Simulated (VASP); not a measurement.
Computed with exact exchange on PBE orbitals, VASP's PBE PAW potentials (set 64) (plane waves; VASP).

VASP ran on this input.

**KPOINTS**
```
K-points
0
Gamma
  4 4 4
0 0 0
```

### INCAR
```
! general
SYSTEM   = InN
PREC     = Normal
ENCUT    = 500
LREAL    = .False.   ! projection in real space or not
LASPH    = .True.   ! aspherical one-centre terms
ISYM     = 3

! electronic loop
EDIFF    = 1E-8   ! SCF stop (eV)
NELM     = 1   ! most electronic steps
ALGO     = Eigenval

! smearing
ISMEAR   = 0   ! Gaussian
SIGMA    = 0.01   ! width (eV)

! functional
GGA      = PE   ! PBE
AGGAC    = 0.0
ALDAC    = 0.0
LHFCALC  = .True.
AEXX     = 1.0
PRECFOCK = Normal

! output
LWAVE    = .False.
LCHARG   = .False.
```

### POSCAR
```
InN
1
    0.0000000000     2.4563470000     2.4563470000
    2.4563470000     0.0000000000     2.4563470000
    2.4563470000     2.4563470000     0.0000000000
In N
1 1
Direct
  0.0000000000   0.0000000000   0.0000000000
  0.2500000000   0.2500000000   0.2500000000
```

POTCAR, in this order: In_d_GW N_GW_new (PBE.64 set). Program: vasp_std. Read from the step before: WAVECAR.

Output

OSZICAR:
```
       N       E                     dE             d eps       ncg     rms          rms(c)
EIG:   1    -0.207237587557E+02   -0.20724E+02    0.00000E+00     0   0.000E+00
   1 F= -.20723759E+02 E0= -.20723638E+02  d E =-.241032E-03
```

**OUTCAR**
```
------------------------ aborting loop because EDIFF is reached ----------------------------------------
  volume of cell :       29.64
      direct lattice vectors                 reciprocal lattice vectors
     0.000000000  2.456347000  2.456347000    -0.203554302  0.203554302  0.203554302
     2.456347000  0.000000000  2.456347000     0.203554302 -0.203554302  0.203554302
     2.456347000  2.456347000  0.000000000     0.203554302  0.203554302 -0.203554302
 POSITION                                       TOTAL-FORCE (eV/Angst)
 -----------------------------------------------------------------------------------
      0.00000      0.00000      0.00000        -0.000000     -0.000000     -0.000000
      1.22817      1.22817      1.22817         0.000000      0.000000      0.000000
 -----------------------------------------------------------------------------------
    total drift:                                0.000579      0.000674      0.000639
  FREE ENERGIE OF THE ION-ELECTRON SYSTEM (eV)
  ---------------------------------------------------
  free  energy   TOTEN  =       -20.7237587557 eV

  energy  without entropy=      -20.7235177242  energy(sigma->0) =      -20.72363824

  exchange ACFDT corr.  =        -0.03625650  see jH, gK, PRB 81, 115126
```
(Selected blocks of OUTCAR.)

The mesh is coarse, so the correlation energy is not converged in k-points.

The compound is InN in the zinc blende structure, a metastable form; wurtzite is the usual one. This cell is one point of a volume scan, at 0.96 of the reference volume. The k-mesh is coarse (spacing up to 0.55 per Å, 2π included), so the numbers may not be converged in it.
